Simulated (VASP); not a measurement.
Here is a VASP 6.6.1 calculation.

File INCAR:

```
SYSTEM = Cu
ALGO     = Fast           ! electronic algorithm
EDIFF    = 1E-6           ! SCF threshold, eV
EDIFFG   = -0.01          ! ionic threshold
ENCUT    = 520            ! plane-wave cutoff, eV
GGA      = PE             ! functional
IBRION   = 2              ! ionic algorithm
ISIF     = 2              ! what is computed and relaxed
ISMEAR   = 1              ! smearing method
KPAR     = 8            
LASPH    = .TRUE.         ! aspherical terms in the spheres
LCHARG   = .FALSE.        ! write CHGCAR
LREAL    = .FALSE.        ! projectors in reciprocal space
LWAVE    = .FALSE.        ! write WAVECAR
NELM     = 60             ! most SCF steps
NSW      = 60             ! ionic steps
PREC     = Accurate       ! precision mode
SIGMA    = 0.2            ! smearing width, eV
```

File KPOINTS:

```
k-points
0
G
  18 18 1
  0 0 0
```

Contents of POSCAR:

```
Cu
1.0
    2.5703331496      0.0000000000      0.0000000000
    0.0000000000      2.5703331496      0.0000000000
    0.0000000000      0.0000000000     36.8100000000
Cu
13
Direct
    0.0000000000      0.0000000000      0.2037489813
    0.5000000000      0.5000000000      0.2531241510
    0.0000000000      0.0000000000      0.3024993208
    0.5000000000      0.5000000000      0.3518744906
    0.0000000000      0.0000000000      0.4012496604
    0.5000000000      0.5000000000      0.4506248302
    0.0000000000      0.0000000000      0.5000000000
    0.5000000000      0.5000000000      0.5493751698
    0.0000000000      0.0000000000      0.5987503396
    0.5000000000      0.5000000000      0.6481255094
    0.0000000000      0.0000000000      0.6975006792
    0.5000000000      0.5000000000      0.7468758490
    0.0000000000      0.0000000000      0.7962510187
```

Potentials or basis: VASP PAW PBE potentials, release 64 (Cu).

Launch:

```console
$ cat potpaw_PBE.64/Cu/POTCAR > POTCAR
$ mpirun -np 8 vasp_std > vasp.out
```

**Question.** Estimate the energy gained by relaxing.

**Answer.** 0.9 meV/atom.

**Question.** Predict the band gap on the k mesh.

**Answer.** None (metal or under the smearing width).

Forces on the atoms (eV/Å):
```
Cu   0.000  0.000  0.005
Cu   0.000  0.000  0.004
Cu   0.000  0.000  0.005
Cu   0.000  0.000  0.009
Cu   0.000  0.000 -0.005
Cu   0.000  0.000 -0.008
Cu   0.000  0.000  0.000
Cu   0.000  0.000  0.008
Cu   0.000  0.000  0.005
Cu   0.000  0.000 -0.009
Cu   0.000  0.000 -0.005
Cu   0.000  0.000 -0.004
Cu   0.000  0.000 -0.005
```
